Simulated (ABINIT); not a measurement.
# AlAs (F-43m): G0W0 with and without spin-orbit coupling

Aim: spinor G0W0 for AlAs (F-43m) beside the scalar-relativistic result.

Method: PBE and many-body steps on it, plane waves, in ABINIT 10.8.3.

**What was measured.**

- Gap 3.018 eV: lowest direct gap at Gamma; earlier measurement quoted from literature, technique not stated; 300 K; bulk crystal (pure AlAs, literature value used as model input) (quoted in “Simultaneous Measurement of Mid-Infrared Refractive Indices in Thin-Film Heterostructures: Methodology and Results for GaAs/AlGaAs”, 2023, arxiv:2301.08293).

**1. The structure**

Symmetry: F-43m, No. 216, cubic system. The conventional cell has a = 5.661 Å, b = 5.661 Å, c = 5.661 Å, α = 90.00°, β = 90.00°, γ = 90.00°. Nearest to Al lie 4 As at 2.45 Å. As has 4 Al at 2.45 Å nearest. Farther neighbours are not listed.

Structure file:

```cif
data_structure
_symmetry_space_group_name_H-M 'P 1'
_symmetry_Int_Tables_number 1
_cell_length_a 4.0028
_cell_length_b 4.0028
_cell_length_c 4.0028
_cell_angle_alpha 60.000
_cell_angle_beta 60.000
_cell_angle_gamma 60.000
_cell_volume 45.35
loop_
_atom_site_label
_atom_site_type_symbol
_atom_site_fract_x
_atom_site_fract_y
_atom_site_fract_z
_atom_site_occupancy
Al1 Al 0.00000 0.00000 0.00000 1
As2 As 0.25000 0.25000 0.25000 1
```

The cell and positions come from the Crystallography Open Database and are kept as given unless a step says otherwise.

**2. Empty states on the mesh, 4×4×4 mesh, 35 bands**

This step: ABINIT 10.8.3; DFT, PBE, plane waves, norm-conserving pseudopotentials.

The sums over transitions need many empty states on a uniform mesh; this step solves for them.

Input file run.abi:

```
acell 3*1.0 Angstrom
rprim 
  0.000000000000 2.830400000000 2.830400000000
  2.830400000000 0.000000000000 2.830400000000
  2.830400000000 2.830400000000 -0.000000000000
ntypat 2
znucl 13 33
natom 2
typat 1 2
xred 
  0.000000000000 0.000000000000 0.000000000000
  0.250000000000 0.250000000000 0.250000000000
pp_dirpath "pseudos"
pseudos "Al.upf, As.upf"
ecut 38
ngkpt 4 4 4
nshiftk 1
shiftk 0 0 0
kptopt 1
chksymbreak 0
iscf -2
irdden 1
istwfk *1
nband 35
nbdbuf 4
tolwfr 1e-09
nstep 60
prtvol 0
indata_prefix "in"
outdata_prefix "out"
tmpdata_prefix "tmp"
```

The run is started by

```
> OMP_NUM_THREADS=1 mpirun -n 4 abinit run.abi > log
```

Numbers of over 12 decimals in the logs are rounded to 6 here.

The log of the run:

```text
.Version 10.8.3 of ABINIT. v10.8.2 released Aug 2026.

 Symmetries : space group F-4 3 m (#216); Bravais cF (face-center cubic)
[... echo of the input left out ...]
== DATASET  1 ==================================================================
-   mpi_nproc: 4, omp_nthreads: 1 (-1 if OMP is not activated)

--- !DatasetInfo
iteration_state: {dtset: 1, }
dimensions: {natom: 2, nkpt: 8, mband: 35, nsppol: 1, nspinor: 1, nspden: 1, mpw: 3479, }
cutoff_energies: {ecut:  38.0, pawecutdg:  -1.0, }
[...]
0.55245    0.55245    0.55245    0.67924    1.00537    1.00537    1.00537    1.07574
   1.07574    1.08842    1.08842    1.08842    1.14341    1.14341    1.14341    1.44356
   1.46950    1.46960    1.47185
 prteigrs : prtvol=0 or 1, do not print more k-points.

== END DATASET(S) ==============================================================
================================================================================

 -outvars: echo values of variables after computation  --------
            nband          35
             nkpt           8
          spgroup         216
 [... the other variables as echoed above ...]

 Calculation completed.
```

Wall time 6.8 s (4 MPI ranks of Arm Neoverse V2, shared host); peak memory 0.29 GiB; 27 s of CPU time.

Numbers from this step:

```yaml
gap: 1.436 eV
k_of_the_valence_top: 0, 0, 0
k_of_the_conduction_bottom: 0.5, 0.5, 0
least_direct_gap: 2.045 eV
k_points_computed: 8
lowest_point_of_the_top_converged_band_above_the_valence_top: 26.81 eV
```

On this mesh the gap is 1.436 eV.

The density comes from a self-consistent run that is not shown.

**3. Screening, 4×4×4 mesh, 31 bands, screening to 98 eV**

The RPA dielectric matrix is built and inverted for each q.

This step: RPA screening on PBE, plane waves, norm-conserving pseudopotentials.

run.abi: that of step 2 with these lines changed.

```diff
@@ -20,10 +20,11 @@
 chksymbreak 0
-iscf -2
-irdden 1
 istwfk *1
-nband 35
-nbdbuf 4
-tolwfr 1e-09
-nstep 60
-prtvol 0
+occopt 1
+irdwfk 1
+optdriver 3
+nband 31
+ecuteps 3.6
+inclvkb 0
+awtr 1
+symchi 1
 indata_prefix "in"
```

The log of the run:

```text
.Version 10.8.3 of ABINIT. v10.8.2 released Aug 2026.

 Symmetries : space group F-4 3 m (#216); Bravais cF (face-center cubic)
[... echo of the input left out ...]
== DATASET  1 ==================================================================
-   mpi_nproc: 4, omp_nthreads: 1 (-1 if OMP is not activated)

--- !DatasetInfo
iteration_state: {dtset: 1, }
dimensions: {natom: 2, nkpt: 8, mband: 31, nsppol: 1, nspinor: 1, nspden: 1, mpw: 3479, }
cutoff_energies: {ecut:  38.0, pawecutdg:  -1.0, }
electrons: {nelect:   1.80000000E+01, charge:   0.00000000E+00, occopt:   1.00000000E+00, tsmear:   1.00000000E-02, }

 SCREENING: Calculation of the susceptibility and dielectric matrices

 Based on a program developped by R.W. Godby, V. Olevano, G. Onida, and L. Reining.
 Incorporated in ABINIT by V. Olevano, G.-M. Rignanese, and M. Torrent.
.Using double precision arithmetic ; gwpc =  8

[... cell and pseudopotentials left out ...]
--------------------------------------------------------------------------------

 ==== K-mesh for the wavefunctions ====
 Number of points in the irreducible wedge :     8
[... list of points left out ...]
 Together with 24 symmetry operations and time-reversal symmetry
 yields    64 points in the full Brillouin Zone.

 ==== Q-mesh for the screening function ====
 Number of points in the irreducible wedge :     8
[... list of points left out ...]
 Together with 24 symmetry operations and time-reversal symmetry
 yields    64 points in the full Brillouin Zone.

 setmesh: FFT mesh size selected  =    27x   27x   27
          total number of points  =        19683

 vcoul_init : cutoff-mode = AUXILIARY_FUNCTION
 q-points for optical limit:   1
     1)      0.000010    0.000020    0.000030

- screening: taking advantage of time-reversal symmetry
- Maximum band index for partially occupied states nbvw = 9
- Remaining bands to be divided among processors   nbcw = 22
- Number of bands treated by each node ~5

 Number of electrons calculated from density =   18.0000; Expected =   18.0000
 average of density, n =  0.058817
 r_s =    1.5952
 omega_plasma =   23.3941 [eV]

 calculating chi0 at frequencies [eV] :
  1    0.000000E+00    0.000000E+00
  2    0.000000E+00    2.339413E+01

--------------------------------------------------------------------------------
  q-point number  1        q = ( 0.000000, 0.000000, 0.000000) [r.l.u.]
--------------------------------------------------------------------------------
[... chi0 elements left out ...]
 For q-point:  0.000010 0.000020 0.000030
  dielectric constant =  13.8516
  dielectric constant without local fields =  15.6205

  Average fulfillment of the sum rule on Im[epsilon] for q-point    1 :     31.51  [%]
[... wings left out ...]
  q-point number  2        q = ( 0.250000, 0.000000, 0.000000) [r.l.u.]
--------------------------------------------------------------------------------
[... chi0 elements left out ...]
  Average fulfillment of the sum rule on Im[epsilon] for q-point    2 :     45.26  [%]

 [... 6 further q-points ...]
```

The job ended after 4.5 s (4 MPI ranks; peak memory 0.46 GiB; 18 s of CPU time).

This step gave:

```
ε∞ with local fields, on this mesh, along the program's q direction : 13.85
the same without local fields                                       : 15.62
plasma frequency                                                    : 23.39 eV
plane waves in the screening matrix                                 : 113
```

Local fields lower ε∞ by 11 %. On a Γ-centred mesh this coarse the value itself is usually too large, while a short band sum pulls it down.

**4. Scalar-relativistic**

The self-energy is evaluated for the states that the input lists, and the levels follow from it, in one-shot runs by the linearised quasiparticle equation.

This step: G0W0 on PBE, plane waves, norm-conserving pseudopotentials.

run.abi: that of step 3 with these lines changed.

```diff
@@ -23,8 +23,17 @@
 irdwfk 1
-optdriver 3
+optdriver 4
 nband 31
+gwcalctyp 0
+ecutsigx 38
+symsigma 1
+nkptgw 2
+kptgw 
+  0.0000000000 0.0000000000 0.0000000000
+  0.5000000000 0.5000000000 0.0000000000
+bdgw 
+  7 13
+  8 11
 ecuteps 3.6
-inclvkb 0
-awtr 1
-symchi 1
+irdscr 1
+ppmodel 1
 indata_prefix "in"
```

The log of the run:

```text
.Version 10.8.3 of ABINIT. v10.8.2 released Aug 2026.

 Symmetries : space group F-4 3 m (#216); Bravais cF (face-center cubic)
[... echo of the input left out ...]
== DATASET  1 ==================================================================
-   mpi_nproc: 4, omp_nthreads: 1 (-1 if OMP is not activated)

--- !DatasetInfo
iteration_state: {dtset: 1, }
dimensions: {natom: 2, nkpt: 8, mband: 31, nsppol: 1, nspinor: 1, nspden: 1, mpw: 3479, }
cutoff_energies: {ecut:  38.0, pawecutdg:  -1.0, }
electrons: {nelect:   1.80000000E+01, charge:   0.00000000E+00, occopt:   1.00000000E+00, tsmear:   1.00000000E-02, }

 SIGMA: Calculation of the GW corrections

 Based on a program developped by R.W. Godby, V. Olevano, G. Onida, and L. Reining.
 Incorporated in ABINIT by V. Olevano, G.-M. Rignanese, and M. Torrent.
.Using double precision arithmetic ; gwpc =  8

[... cell and pseudopotentials left out ...]
--------------------------------------------------------------------------------

 ==== K-mesh for the wavefunctions ====
 Number of points in the irreducible wedge :     8
[... list of points left out ...]
 Together with 24 symmetry operations and time-reversal symmetry
 yields    64 points in the full Brillouin Zone.

 ==== Q-mesh for screening function ====
 Number of points in the irreducible wedge :     8
[... list of points left out ...]
 Together with 24 symmetry operations and time-reversal symmetry
 yields    64 points in the full Brillouin Zone.

 vcoul_init : cutoff-mode = AUXILIARY_FUNCTION
 q-points for optical limit:   1
     1)      0.000010    0.000020    0.000030
 setmesh: FFT mesh size selected  =    45x   45x   45
          total number of points  =        91125

 Number of electrons calculated from density =   18.0000; Expected =   18.0000
 average of density, n =  0.058817
 r_s =    1.5952
 omega_plasma =   23.3941 [eV]

 === KS Band Gaps ===
  >>>> For spin  1
   Minimum direct gap =   2.0450 [eV], located at k-point      :   0.0000  0.0000  0.0000
   Fundamental gap    =   1.4364 [eV], Top of valence bands at :   0.0000  0.0000  0.0000
                                       Bottom of conduction at :   0.5000  0.5000  0.0000
 SIGMA fundamental parameters:
 PLASMON POLE MODEL  1
 number of plane-waves for SigmaX                 3479
 number of plane-waves for SigmaC and W            113
 number of plane-waves for wavefunctions          3479
 number of bands                                    31
 number of independent spin polarizations            1
 number of spinorial components                      1
 number of k-points in IBZ                           8
 number of q-points in IBZ                           8
 number of symmetry operations                      24
 number of k-points in BZ                           64
 number of q-points in BZ                           64
 number of frequencies for dSigma/dE                 9
 frequency step for dSigma/dE [eV]                0.25
 number of omega for Sigma on real axis              0
 max omega for Sigma on real axis  [eV]           0.00
 zcut for avoiding poles [eV]                     0.10

 EPSILON^-1 parameters (SCR file):
 dimension of the eps^-1 matrix on file            113
 dimension of the eps^-1 matrix used               113
 number of plane-waves for wavefunctions          3479
 number of bands                                    31
 number of q-points in IBZ                           8
 number of frequencies                               2
 number of real frequencies                          1
 number of imag frequencies                          1

 matrix elements of self-energy operator (all in [eV])

 Perturbative Calculation

--- !SelfEnergy_ee
iteration_state: {dtset: 1, }
kpoint     : [   0.000,    0.000,    0.000, ]
spin       : 1
KS_gap     :    2.045
QP_gap     :    3.053
Delta_QP_KS:    1.008
data: !SigmaeeData |
     Band     E0 <VxcDFT>   SigX SigC(E0)      Z dSigC/dE  Sig(E)    E-E0       E
        7   3.572 -12.480 -15.265   2.098   0.787  -0.270 -13.021  -0.541   3.031
        8   3.572 -12.480 -15.265   2.098   0.787  -0.270 -13.021  -0.541   3.031
        9   3.572 -12.480 -15.265   2.098   0.787  -0.270 -13.021  -0.541   3.031
       10   5.617 -11.505  -7.571  -3.347   0.794  -0.259 -11.038   0.467   6.084
       11   7.866  -9.416  -4.854  -3.772   0.787  -0.270  -8.794   0.622   8.488
       12   7.866  -9.416  -4.854  -3.772   0.787  -0.270  -8.794   0.622   8.488
       13   7.866  -9.416  -4.854  -3.772   0.787  -0.270  -8.794   0.622   8.488

--- !SelfEnergy_ee
iteration_state: {dtset: 1, }
kpoint     : [   0.500,    0.500,    0.000, ]
spin       : 1
KS_gap     :    3.609
QP_gap     :    4.573
Delta_QP_KS:    0.964
data: !SigmaeeData |
     Band     E0 <VxcDFT>   SigX SigC(E0)      Z dSigC/dE  Sig(E)    E-E0       E
        8   1.400 -11.214 -14.603   2.536   0.771  -0.297 -11.872  -0.658   0.742
        9   1.400 -11.214 -14.603   2.536   0.771  -0.297 -11.872  -0.658   0.742
       10   5.009  -8.299  -4.581  -3.336   0.803  -0.245  -7.992   0.307   5.315
       11   5.873  -8.962  -5.073  -3.294   0.801  -0.249  -8.486   0.476   6.350

== END DATASET(S) ==============================================================
================================================================================

 -outvars: echo values of variables after computation  --------
           etotal      0.0000000000E+00
            nband          31
             nkpt           8
          spgroup         216
 [... the other variables as echoed above ...]

 Calculation completed.
```

It took 3.1 s on 4 MPI ranks; peak memory 0.62 GiB; 12 s of CPU time.

This step gave:

```yaml
g0w0_gap_on_the_points_computed: 2.284 eV
starting_gap_on_the_mesh: 1.436 eV
k_of_the_valence_top: 0, 0, 0
k_of_the_conduction_bottom: 0.5, 0.5, 0
z_at_the_valence_top: 0.787
z_at_the_conduction_bottom: 0.803
least_direct_g0w0_gap_on_the_computed_points: 3.053 eV
```

The gap on the mesh goes from 1.44 eV to 2.28 eV, a correction of +0.85 eV.

**5. Empty states on the mesh, 4×4×4 mesh, 68 bands**

This step: DFT, PBE with spin-orbit coupling, plane waves, norm-conserving pseudopotentials.

run.abi: that of step 4 with these lines changed.

```diff
@@ -15,2 +15,3 @@
 ecut 38
+nspinor 2
 ngkpt 4 4 4
@@ -20,20 +21,10 @@
 chksymbreak 0
+iscf -2
+irdden 1
 istwfk *1
-occopt 1
-irdwfk 1
-optdriver 4
-nband 31
-gwcalctyp 0
-ecutsigx 38
-symsigma 1
-nkptgw 2
-kptgw 
-  0.0000000000 0.0000000000 0.0000000000
-  0.5000000000 0.5000000000 0.0000000000
-bdgw 
-  7 13
-  8 11
-ecuteps 3.6
-irdscr 1
-ppmodel 1
+nband 68
+nbdbuf 6
+tolwfr 1e-09
+nstep 60
+prtvol 0
 indata_prefix "in"
```

The log of the run:

```text
.Version 10.8.3 of ABINIT. v10.8.2 released Aug 2026.

 Symmetries : space group F-4 3 m (#216); Bravais cF (face-center cubic)
[... echo of the input left out ...]
== DATASET  1 ==================================================================
-   mpi_nproc: 4, omp_nthreads: 1 (-1 if OMP is not activated)

--- !DatasetInfo
iteration_state: {dtset: 1, }
dimensions: {natom: 2, nkpt: 8, mband: 68, nsppol: 1, nspinor: 2, nspden: 1, mpw: 3479, }
cutoff_energies: {ecut:  38.0, pawecutdg:  -1.0, }
[...]
1.07577    1.07577    1.08367    1.08367    1.09089    1.09089    1.09089    1.09089
   1.14340    1.14340    1.14340    1.14340    1.14340    1.14340    1.44343    1.44357
   1.46921    1.46938    1.46970    1.47044
 prteigrs : prtvol=0 or 1, do not print more k-points.

== END DATASET(S) ==============================================================
================================================================================

 -outvars: echo values of variables after computation  --------
            nband          68
             nkpt           8
          spgroup         216
 [... the other variables as echoed above ...]

 Calculation completed.
```

Wall time 30 s (4 MPI ranks); peak memory 0.36 GiB; 2 min of CPU time.

Numbers from this step:

```yaml
gap: 1.337 eV
k_of_the_valence_top: 0, 0, 0
k_of_the_conduction_bottom: 0.5, 0.5, 0
least_direct_gap: 1.948 eV
k_points_computed: 8
lowest_point_of_the_top_converged_band_above_the_valence_top: 26.72 eV
```

On this mesh the gap is 1.337 eV.

The density comes from a self-consistent run that is not shown, made with spin-orbit coupling and fully relativistic files.

**6. Screening, 4×4×4 mesh, 62 bands, screening to 98 eV**

This step: RPA screening on PBE with spin-orbit coupling, plane waves, norm-conserving pseudopotentials.

run.abi: that of step 5 with these lines changed.

```diff
@@ -21,10 +21,11 @@
 chksymbreak 0
-iscf -2
-irdden 1
 istwfk *1
-nband 68
-nbdbuf 6
-tolwfr 1e-09
-nstep 60
-prtvol 0
+occopt 1
+irdwfk 1
+optdriver 3
+nband 62
+ecuteps 3.6
+inclvkb 0
+awtr 1
+symchi 1
 indata_prefix "in"
```

The log of the run:

```text
.Version 10.8.3 of ABINIT. v10.8.2 released Aug 2026.

 Symmetries : space group F-4 3 m (#216); Bravais cF (face-center cubic)
[... echo of the input left out ...]
== DATASET  1 ==================================================================
-   mpi_nproc: 4, omp_nthreads: 1 (-1 if OMP is not activated)

--- !DatasetInfo
iteration_state: {dtset: 1, }
dimensions: {natom: 2, nkpt: 8, mband: 62, nsppol: 1, nspinor: 2, nspden: 1, mpw: 3479, }
cutoff_energies: {ecut:  38.0, pawecutdg:  -1.0, }
electrons: {nelect:   1.80000000E+01, charge:   0.00000000E+00, occopt:   1.00000000E+00, tsmear:   1.00000000E-02, }

 SCREENING: Calculation of the susceptibility and dielectric matrices

 Based on a program developped by R.W. Godby, V. Olevano, G. Onida, and L. Reining.
 Incorporated in ABINIT by V. Olevano, G.-M. Rignanese, and M. Torrent.
.Using double precision arithmetic ; gwpc =  8

[... cell and pseudopotentials left out ...]
--------------------------------------------------------------------------------

 ==== K-mesh for the wavefunctions ====
 Number of points in the irreducible wedge :     8
[... list of points left out ...]
 Together with 24 symmetry operations and time-reversal symmetry
 yields    64 points in the full Brillouin Zone.

 ==== Q-mesh for the screening function ====
 Number of points in the irreducible wedge :     8
[... list of points left out ...]
 Together with 24 symmetry operations and time-reversal symmetry
 yields    64 points in the full Brillouin Zone.

 setmesh: FFT mesh size selected  =    27x   27x   27
          total number of points  =        19683

 vcoul_init : cutoff-mode = AUXILIARY_FUNCTION
 q-points for optical limit:   1
     1)      0.000010    0.000020    0.000030

- screening: taking advantage of time-reversal symmetry
- Maximum band index for partially occupied states nbvw = 18
- Remaining bands to be divided among processors   nbcw = 44
- Number of bands treated by each node ~11

 Number of electrons calculated from density =   18.0000; Expected =   18.0000
 average of density, n =  0.058817
 r_s =    1.5952
 omega_plasma =   23.3941 [eV]

 calculating chi0 at frequencies [eV] :
  1    0.000000E+00    0.000000E+00
  2    0.000000E+00    2.339413E+01

--------------------------------------------------------------------------------
  q-point number  1        q = ( 0.000000, 0.000000, 0.000000) [r.l.u.]
--------------------------------------------------------------------------------
[... chi0 elements left out ...]
 For q-point:  0.000010 0.000020 0.000030
  dielectric constant =  13.8591
  dielectric constant without local fields =  15.6230

  Average fulfillment of the sum rule on Im[epsilon] for q-point    1 :     31.53  [%]
[... wings left out ...]
  q-point number  2        q = ( 0.250000, 0.000000, 0.000000) [r.l.u.]
--------------------------------------------------------------------------------
[... chi0 elements left out ...]
  Average fulfillment of the sum rule on Im[epsilon] for q-point    2 :     45.29  [%]

 [... 6 further q-points ...]
```

Run time: 28 s. Hardware: 4 MPI ranks; peak memory 0.96 GiB.

Numbers from this step:

```
ε∞ with local fields, on this mesh, along the program's q direction : 13.86
the same without local fields                                       : 15.62
plasma frequency                                                    : 23.39 eV
plane waves in the screening matrix                                 : 113
```

(Part 1 of 2 ends here.)

[Paths, hosts, dates, memory and timing lines, banners, echoed tables and standing remarks are left out of the program output.]

[Logs are printed without paths, hosts, clocks, repeated set-up lines and the standing remarks that a program may print on its own settings, such as how far it seeks lower states.]

[Runs of the session that timed out or met a known fault of the program may be left out.]

[Hosts, paths, dates, database ids (printed as entryN), source tags and the programs' standing remarks are cut or masked in the printed files.]

[G0W0 gaps are taken among the corrected bands and points alone; a level outside them can change the order at an edge.]

[Where Ansatz stands beside ABINIT at settings called matched, ABINIT's density can come from a denser mesh and the files from another edition; pairs whose starting gaps differed by over 0.03 eV were left out, so agreement reads better than it is.]
